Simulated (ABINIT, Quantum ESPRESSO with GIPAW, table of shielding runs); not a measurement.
# KF in space group Pm-3m: GIPAW and the converse approach side by side, part 2 of 2

Aim: the absolute shielding of each site of KF in space group Pm-3m by linear response (GIPAW) and by the converse method, at several levels, with their costs.

ABINIT 10.8.3 and Quantum ESPRESSO with GIPAW.

So far: Set-up; GIPAW: ground state; GIPAW: response.

### 4. Converse method: dipole on K1; PBE, zora 0, 22 Ha, 8×8×8 (shifted)

Level of this step: DFT, PBE, plane-wave PAW (JTH 2.0), scalar-relativistic datasets, non-relativistic dipole terms (zora 0), shielding from the orbital moment that a nuclear dipole induces (ABINIT).

A nuclear dipole of one atomic unit is put on one atom. The ground state with the dipole is followed by the k-derivatives of the wave functions, and the induced orbital moment, with its sign turned, is the shielding tensor applied to the dipole's direction; the site's symmetry gives the rest. The dipole breaks time reversal, so the whole zone is sampled. JTH 2.0 datasets hold the cores' Lamb term.

File run.abi:

```
ndtset 2
acell 3*1.0 Angstrom
rprim
  3.25895500 0.00000000 0.00000000
  0.00000000 3.25895500 0.00000000
  0.00000000 0.00000000 3.25895500
natom 2
ntypat 2
znucl 19 9
typat 1 2
xred
  0.00000000 0.00000000 0.00000000
  0.50000000 0.50000000 0.50000000
pseudos "K_PBE_JTH.xml, F_PBE_JTH.xml"
ecut 22
pawecutdg 44
pawovlp -1
kptopt 3
ngkpt 8 8 8
nshiftk 1
shiftk 0.5 0.5 0.5
nband 8
occopt 1
nsym 1
symmorphi 0
istwfk *1
chkprim 0
chksymbreak 0
chksymtnons 0
optforces 0
optstress 0
pawcpxocc 2
usexcnhat 0
paral_atom 0
paral_kgb 0
prtden 0
prteig 0
prtebands 0
prtgsr 0
natnd 1
iatnd 1
atndlist 1 0 0
tolvrs1 1d-14
nstep1 50
rfddk2 1
rfdir2 1 1 1
iscf2 -3
getwfk2 -1
orbmag2 2
tolwfr2 1d-18
nstep2 30
prtwf2 0
```

On the command line:

```bash
> abinit run.abi > log
```

Numbers of over 12 decimals in the logs are rounded to 6 here.

Log:

```text
DATASET    1 : space group P1 (#  1); Bravais aP (primitive triclinic)
[...]
Values of the parameters that define the memory need for DATASET  1.
     intxc =       0    ionmov =       0      iscf =      17    lmnmax =      13
     lnmax =       5     mgfft =      30  mpssoang =       3    mqgrid =    3001
     natom =       2  nloc_mem =       2    nspden =       1   nspinor =       1
    nsppol =       1      nsym =       1    n1xccc =       1    ntypat =       2
    occopt =       1   xclevel =       2
       mpw =        1177          nfft =       27000          nkpt =         512
 PAW method is used; the additional fine FFT grid is defined by:
   mgfftf=        40    nfftf =     64000
[...]
DATASET    2 : space group P1 (#  1); Bravais aP (primitive triclinic)
[...]
Values of the parameters that define the memory need for DATASET  2 (RF).
     intxc =       0      iscf =      -3    lmnmax =      13     lnmax =       5
     mgfft =      30  mpssoang =       3    mqgrid =    3001     natom =       2
  nloc_mem =       2    nspden =       1   nspinor =       1    nsppol =       1
      nsym =       1    n1xccc =       1    ntypat =       2    occopt =       1
   xclevel =       2
      nfft =       27000          nkpt =         512
[...]
acell      1.8897261259E+00  1.8897261259E+00  1.8897261259E+00 Bohr
              amu      3.90983000E+01  1.89984032E+01
         atndlist      1.0000000000E+00  0.0000000000E+00  0.0000000000E+00
[...]
ecut      2.20000000E+01 Hartree
           getwfk1          0
           getwfk2         -1
            iatnd        1    0
             iscf1         17
             iscf2         -3
              ixc     -101130
           jdtset        1    2
     [kpt list left out]
           kptopt           3
         kptrlatt        8    0    0      0    8    0      0    0    8
[...]
natnd           1
            natom           2
            nband           8
           ndtset           2
            ngfft          30      30      30
          ngfftdg          40      40      40
             nkpt         512
            nstep1         50
            nstep2         30
             nsym           1
           ntypat           2
        nucdipmom      1.0000000000E+00  0.0000000000E+00  0.0000000000E+00
[...]
occ      2.000000  2.000000  2.000000  2.000000  2.000000  2.000000
[...]
optforces           0
        optstress           0
           orbmag1          0
           orbmag2          2
        pawcpxocc           2
        pawecutdg      4.40000000E+01 Hartree
          pawovlp     -1.0000000000E+00
[...]
rfddk1          0
            rfddk2          1
            rprim      3.2589550000E+00  0.0000000000E+00  0.0000000000E+00
[...]
shiftk      5.00000000E-01  5.00000000E-01  5.00000000E-01
          spgroup           1
        symmorphi           0
           tolvrs1     1.00000000E-14
           tolvrs2     0.00000000E+00
           tolwfr1     0.00000000E+00
           tolwfr2     1.00000000E-18
            typat      1  2
        usexcnhat           0
           useylm           1
     [wtk list left out]
[...]
xred      0.0000000000E+00  0.0000000000E+00  0.0000000000E+00
[...]
znucl       19.00000    9.00000
[...]
dimensions: {natom: 2, nkpt: 512, mband: 8, nsppol: 1, nspinor: 1, nspden: 1, mpw: 1177, }
cutoff_energies: {ecut:  22.0, pawecutdg:  44.0, }
electrons: {nelect:   1.60000000E+01, charge:   0.00000000E+00, occopt:   1.00000000E+00, tsmear:   1.00000000E-02, }
[...]
Unit cell volume ucvol=  2.3357787E+02 bohr^3
[...]
Coarse grid specifications (used for wave-functions):
[...]
Fine grid specifications (used for densities):
[...]
2.96023763E+02                                ecore*ucvol(ha*bohr**3)
[...]
solver: {iscf: 17, nstep: 50, nline: 4, wfoptalg: 10, }
tolerances: {tolvrs: 1.00E-14, }
[...]
ETOT  1  -52.986233733611    -5.299E+01 2.995E-01 1.734E+01
 ETOT  2  -53.032993003891    -4.676E-02 3.448E-04 1.308E+01
 ETOT  3  -53.019689942024     1.330E-02 7.073E-05 1.315E+00
 ETOT  4  -53.018563856403     1.126E-03 2.360E-06 5.366E-01
 ETOT  5  -53.018056226784     5.076E-04 1.086E-06 1.070E-02
 ETOT  6  -53.018077418666    -2.119E-05 2.836E-07 3.779E-04
 ETOT  7  -53.018078613856    -1.195E-06 1.064E-08 2.926E-05
 ETOT  8  -53.018078724109    -1.103E-07 3.044E-10 6.436E-06
 ETOT  9  -53.018078732903    -8.794E-09 2.440E-11 6.359E-08
 ETOT 10  -53.018078732915    -1.166E-11 1.416E-12 6.070E-09
 ETOT 11  -53.018078732987    -7.248E-11 2.691E-13 1.487E-09
 ETOT 12  -53.018078732990    -3.105E-12 3.928E-14 1.622E-10
 ETOT 13  -53.018078732991    -6.182E-13 2.628E-15 7.488E-12
 ETOT 14  -53.018078732991     2.132E-14 1.943E-16 7.759E-13
 ETOT 15  -53.018078732991     1.492E-13 3.364E-17 4.967E-14
 ETOT 16  -53.018078732991    -1.208E-13 1.845E-18 5.479E-15

[...]
f-sum rule ratio=    8.9849192297E-01
 Expectation of eigenvalue derivatives (hartree) for nkpt= 512  k points:
  (in case of degenerate eigenvalues, averaged derivative)
 [levels by k-point left out]

 Nine components of 2nd-order total energy (hartree) are
 1,2,3: 0th-order hamiltonian combined with 1st-order wavefunctions
     kin0=   2.54640825E+01 eigvalue=   2.82179796E+00  local=  -1.66514148E+01  nclr dpl0=  -1.28082392E-07
 4,5,6: 1st-order hamiltonian combined with 1st and 0th-order wfs
     kin1=  -2.99274305E+01  Hartree=   0.00000000E+00     xc=   0.00000000E+00  nclr dpl1=   0.00000000E+00
 7,8,9: eventually, occupation + non-local contributions
    edocc=   0.00000000E+00     enl0=   2.55005619E+00   enl1=   9.52149970E-01
 10: eventually, PAW "on-site" Hxc contribution: epaw1=   0.00000000E+00
 1-10 gives the relaxation energy (to be shifted if some occ is /=2.0)
   erelax=  -1.47907588E+01
 11 Contribution from 1st-order change of wavefunctions overlap
 eovl1 =  -3.03118531E-01
  No Ewald or frozen-wf contrib.: the relaxation energy is the total one
 2DEtotal=   -0.1479075877E+02 Ha. Also 2DEtotal=   -0.402477049868E+03 eV
    (  non-var. 2DEtotal :   -1.4790758773E+01 Ha)
[...]
symkpt : not enough symmetry to change the number of k points.

 Initialisation of the first-order wave-functions :
  ireadwf=   0
[...]
solver: {iscf: -3, nstep: 30, nline: 4, wfoptalg: 10, }
tolerances: {tolwfr: 1.00E-18, }
[...]
At SCF step   11   max residual=  9.92E-19 < tolwfr=  1.00E-18 =>converged.
[...]
----iterations are completed or convergence reached----
[...]
f-sum rule ratio=    8.9849192261E-01
 Expectation of eigenvalue derivatives (hartree) for nkpt= 512  k points:
  (in case of degenerate eigenvalues, averaged derivative)
 [levels by k-point left out]

 Nine components of 2nd-order total energy (hartree) are
 1,2,3: 0th-order hamiltonian combined with 1st-order wavefunctions
     kin0=   2.54640957E+01 eigvalue=   2.82179830E+00  local=  -1.66514227E+01  nclr dpl0=  -2.51180067E-07
 4,5,6: 1st-order hamiltonian combined with 1st and 0th-order wfs
     kin1=  -2.99274304E+01  Hartree=   0.00000000E+00     xc=   0.00000000E+00  nclr dpl1=   3.84895836E-10
 7,8,9: eventually, occupation + non-local contributions
    edocc=   0.00000000E+00     enl0=   2.55005422E+00   enl1=   9.52143092E-01
 10: eventually, PAW "on-site" Hxc contribution: epaw1=   0.00000000E+00
 1-10 gives the relaxation energy (to be shifted if some occ is /=2.0)
   erelax=  -1.47907620E+01
 11 Contribution from 1st-order change of wavefunctions overlap
 eovl1 =  -3.03118352E-01
  No Ewald or frozen-wf contrib.: the relaxation energy is the total one
 2DEtotal=   -0.1479076203E+02 Ha. Also 2DEtotal=   -0.402477138421E+03 eV
    (  non-var. 2DEtotal :   -1.4790762028E+01 Ha)
[...]
symkpt : not enough symmetry to change the number of k points.

 Initialisation of the first-order wave-functions :
  ireadwf=   0
[...]
solver: {iscf: -3, nstep: 30, nline: 4, wfoptalg: 10, }
tolerances: {tolwfr: 1.00E-18, }
[...]
ETOT  2  -14.790518695095     -3.445E-02 5.403E-04 0.000E+00
 ETOT  3  -14.790759799135     -2.411E-04 3.579E-06 0.000E+00
 ETOT  4  -14.790762001832     -2.203E-06 7.058E-08 0.000E+00
 ETOT  5  -14.790762025059     -2.323E-08 7.208E-10 0.000E+00
 ETOT  6  -14.790762025332     -2.736E-10 1.585E-11 0.000E+00
 ETOT  7  -14.790762025336     -3.638E-12 1.758E-13 0.000E+00
 ETOT  8  -14.790762025336     -1.457E-13 3.810E-15 0.000E+00
 ETOT  9  -14.790762025336      5.151E-14 1.097E-16 0.000E+00
 ETOT 10  -14.790762025336     -2.132E-14 2.091E-18 0.000E+00
 ETOT 11  -14.790762025336     -5.329E-15 9.915E-19 0.000E+00

 At SCF step   11   max residual=  9.92E-19 < tolwfr=  1.00E-18 =>converged.
[...]
----iterations are completed or convergence reached----
[...]
f-sum rule ratio=    8.9849192240E-01
 Expectation of eigenvalue derivatives (hartree) for nkpt= 512  k points:
  (in case of degenerate eigenvalues, averaged derivative)
 [levels by k-point left out]

 Nine components of 2nd-order total energy (hartree) are
 1,2,3: 0th-order hamiltonian combined with 1st-order wavefunctions
     kin0=   2.54640957E+01 eigvalue=   2.82179830E+00  local=  -1.66514227E+01  nclr dpl0=  -2.51180067E-07
 4,5,6: 1st-order hamiltonian combined with 1st and 0th-order wfs
     kin1=  -2.99274304E+01  Hartree=   0.00000000E+00     xc=   0.00000000E+00  nclr dpl1=   3.84896374E-10
 7,8,9: eventually, occupation + non-local contributions
    edocc=   0.00000000E+00     enl0=   2.55005422E+00   enl1=   9.52143090E-01
 10: eventually, PAW "on-site" Hxc contribution: epaw1=   0.00000000E+00
 1-10 gives the relaxation energy (to be shifted if some occ is /=2.0)
   erelax=  -1.47907620E+01
 11 Contribution from 1st-order change of wavefunctions overlap
 eovl1 =  -3.03118352E-01
  No Ewald or frozen-wf contrib.: the relaxation energy is the total one
 2DEtotal=   -0.1479076203E+02 Ha. Also 2DEtotal=   -0.402477138344E+03 eV
    (  non-var. 2DEtotal :   -1.4790762025E+01 Ha)
[...]
Orbital magnetic moment computed with DFPT derivative wavefunctions

 Orbital magnetic moment, Cartesian directions :
 -1.18461070E-03  1.10058417E-11  2.91836037E-10

 Chern vector, Cartesian directions :
 -1.45502860E-09 -1.83509356E-13 -9.63730341E-13

 Orbital magnetic moment, term-by-term breakdown :
     rho(1) CC :  -1.00242070E-03  5.50837788E-12  2.26359712E-10
    rho(1) VV1 :  -2.77101947E-04  2.31259815E-12 -4.72429836E-13
    rho(1) VV2 :   1.70870892E-06 -6.88629668E-12 -1.05149033E-12
     rho(0) NL :   2.10039100E-03  4.59691055E-11 -1.10084399E-10
   <L_R> terms :  -7.91442658E-04 -3.58989130E-11  1.77081995E-10
 <A0.An> terms :  -2.23317897E-05  9.69846980E-16  2.64919948E-15
    Lamb terms :  -1.19341331E-03  0.00000000E+00  0.00000000E+00
 Chern vector, term-by-term breakdown :
  Ch CC :  -1.29986278E-06 -1.42159800E-13 -9.74175996E-13
 Ch vv1 :   1.29840775E-06 -4.13493969E-14  1.04456547E-14
 Ch vv2 :  -9.16913165E-20 -1.59341996E-19  3.93093595E-22
[...]
---- first-order wavefunction calculations are completed ----

 respfn : d/dk was computed, but no 2DTE, so no DDB output.

== END DATASET(S) ==

[key lines of the parts left out:]
Total energy DC (eV): -1.91058060979794E+04
```

Elapsed: 34 min, on 1 thread of Arm Neoverse V2, shared host; peak memory 0.9 GiB.

Along the dipole the shielding is 1184.6 ppm. The Chern vector, which should vanish, has length 1.5e-09.

### 5. Converse method: dipole on K1; PBE, zora 0, 22 Ha, 6×6×6 (shifted)

Against the first converse run the mesh is changed, to see how fast the orbital moment converges.

Edit run.abi of step 4 so:

```diff
@@ -18,3 +18,3 @@
 kptopt 3
-ngkpt 8 8 8
+ngkpt 6 6 6
 nshiftk 1
```

On the command line:

```bash
> abinit run.abi > log
```

Log:

```text
[... set-up and SCF cycles left out ...]

 Orbital magnetic moment computed with DFPT derivative wavefunctions

 Orbital magnetic moment, Cartesian directions :
 -1.18461303E-03 -4.09908708E-10  3.80418814E-10

 Chern vector, Cartesian directions :
 -1.94786493E-09  8.31246588E-12  4.40103226E-13

 Orbital magnetic moment, term-by-term breakdown :
     rho(1) CC :  -1.00283083E-03 -1.59025022E-10 -2.46396934E-11
    rho(1) VV1 :  -2.76695716E-04 -5.44765199E-12 -1.63916415E-12
    rho(1) VV2 :   1.70872872E-06  3.12069797E-12 -9.57019400E-12
     rho(0) NL :   2.10039406E-03 -1.20014618E-10 -7.43218278E-12
   <L_R> terms :  -7.91444175E-04 -1.28541269E-10  4.23701991E-10
 <A0.An> terms :  -2.23317813E-05 -8.45326413E-16 -1.94237628E-15
    Lamb terms :  -1.19341331E-03  0.00000000E+00  0.00000000E+00
 Chern vector, term-by-term breakdown :
  Ch CC :  -1.30036731E-06  8.18580860E-12  4.19913233E-13
 Ch vv1 :   1.29841945E-06  1.26657285E-13  2.01899918E-14
 Ch vv2 :  -2.54109884E-21 -9.35417267E-23  9.28708205E-22
[...]
---- first-order wavefunction calculations are completed ----

 respfn : d/dk was computed, but no 2DTE, so no DDB output.

== END DATASET(S) ==
```

Run time: 15 min. Hardware: 1 thread; peak memory 0.43 GiB.

Along the dipole the shielding is 1184.6 ppm. The Chern vector, which should vanish, has length 1.9e-09.

### 6. Converse method: dipole on K1; PBE, zora 0, 22 Ha, 4×4×4 (shifted)

Against the first converse run the mesh is changed, to see how fast the orbital moment converges.

Edit run.abi of step 5 so:

```diff
@@ -18,3 +18,3 @@
 kptopt 3
-ngkpt 6 6 6
+ngkpt 4 4 4
 nshiftk 1
```

On the command line:

```bash
> abinit run.abi > log
```

Log:

```text
[... set-up and SCF cycles left out ...]

 Orbital magnetic moment computed with DFPT derivative wavefunctions

 Orbital magnetic moment, Cartesian directions :
 -1.18496971E-03  2.85041469E-10 -5.08786609E-10

 Chern vector, Cartesian directions :
 -3.10823995E-08  3.88032326E-12  3.42943034E-13

 Orbital magnetic moment, term-by-term breakdown :
     rho(1) CC :  -1.00410691E-03  2.20139856E-10 -2.10280218E-11
    rho(1) VV1 :  -2.75822736E-04 -2.73960824E-12  1.20515928E-11
    rho(1) VV2 :   1.71048245E-06  9.63267973E-12 -2.09263215E-11
     rho(0) NL :   2.10041671E-03 -4.01425586E-11 -1.21202359E-10
   <L_R> terms :  -7.91422597E-04  9.81482400E-11 -3.57684967E-10
 <A0.An> terms :  -2.23313480E-05  2.86000408E-15  3.46821923E-15
    Lamb terms :  -1.19341331E-03  0.00000000E+00  0.00000000E+00
 Chern vector, term-by-term breakdown :
  Ch CC :  -1.32989672E-06  3.84917684E-12  4.79708692E-13
 Ch vv1 :   1.29881433E-06  3.11464237E-14 -1.36765659E-13
 Ch vv2 :   0.00000000E+00 -1.41320107E-21  4.68905608E-22
[...]
---- first-order wavefunction calculations are completed ----

 respfn : d/dk was computed, but no 2DTE, so no DDB output.

== END DATASET(S) ==
```

Wall time 4.4 min (1 thread); peak memory 0.19 GiB.

Along the dipole the shielding is 1185.0 ppm. The Chern vector, which should vanish, has length 3.1e-08.

### 7. Cost against result

The runs with the dipole on the other atom differ from those above in iatnd alone.

```
                              level  dipole on  shielding along it (ppm)  Chern vector
PBE, zora 0, 22 Ha, 8×8×8 (shifted)         K1                    1184.6       1.5e-09
PBE, zora 0, 22 Ha, 8×8×8 (shifted)         F2                     283.7       1.4e-08
PBE, zora 0, 22 Ha, 6×6×6 (shifted)         K1                    1184.6       1.9e-09
PBE, zora 0, 22 Ha, 6×6×6 (shifted)         F2                     283.8       1.9e-08
PBE, zora 0, 22 Ha, 4×4×4 (shifted)         K1                    1185.0       3.1e-08
PBE, zora 0, 22 Ha, 4×4×4 (shifted)         F2                     288.4       1.7e-07
```

Isotropic shieldings in ppm, all without the macroscopic shape term. Core time is summed over the runs of a row, on shared hosts.

```csv
method,functional,relativity,cutoff,mesh,core time,σ K1,σ F2
GIPAW,PBE,scalar,55 Ry,8×8×8,3.4 min,1187.2,284.7
converse,PBE,zora 0,22 Ha,"8×8×8, shifted",69 min,1184.6,283.7
converse,PBE,zora 0,22 Ha,"6×6×6, shifted",29 min,1184.6,283.8
converse (the coarsest setting),PBE,zora 0,22 Ha,"4×4×4, shifted",8.8 min,1185.0,288.4
```

### 8. Summary of results

- σ_iso of 39K (K1), GIPAW: 1187.2 ppm
- σ_iso of 39K (K1), converse, zora 0: 1184.6 ppm
- σ_iso of 19F (F2), GIPAW: 284.7 ppm
- σ_iso of 19F (F2), converse, zora 0: 283.7 ppm

**Reading.** Without spin-orbit coupling the converse values lie -2.6 ppm (K1) and -0.9 ppm (F2) from GIPAW's, at 21 times the core time. From mesh 6×6×6, shifted to 8×8×8, shifted the converse values move by +0.0 ppm (K1) and -0.1 ppm (F2). GIPAW's log warns of levels that differ between two diagonalisations, on empty bands alone, which the response doesn't use. This build of gipaw.x prints that it isn't audited and that its numbers are no references by themselves. GIPAW's mesh and the cutoffs were not varied. Atoms are fixed at the given structure, with no thermal motion. The shape term of a sphere, left out, would add about 9 ppm to every shielding, by GIPAW's valence susceptibility. The CsCl type is a high-pressure form for this salt, here at the volume of its database entry.

[Banner, clock, file and dataset-listing lines were taken out of the logs.]

[Logs are printed without paths, hosts, clocks, repeated set-up lines and the standing remarks that a program may print on its own settings, such as how far it seeks lower states.]

[Hosts, paths, dates, database ids (printed as entryN), source tags and the programs' standing remarks are cut or masked in the printed files.]
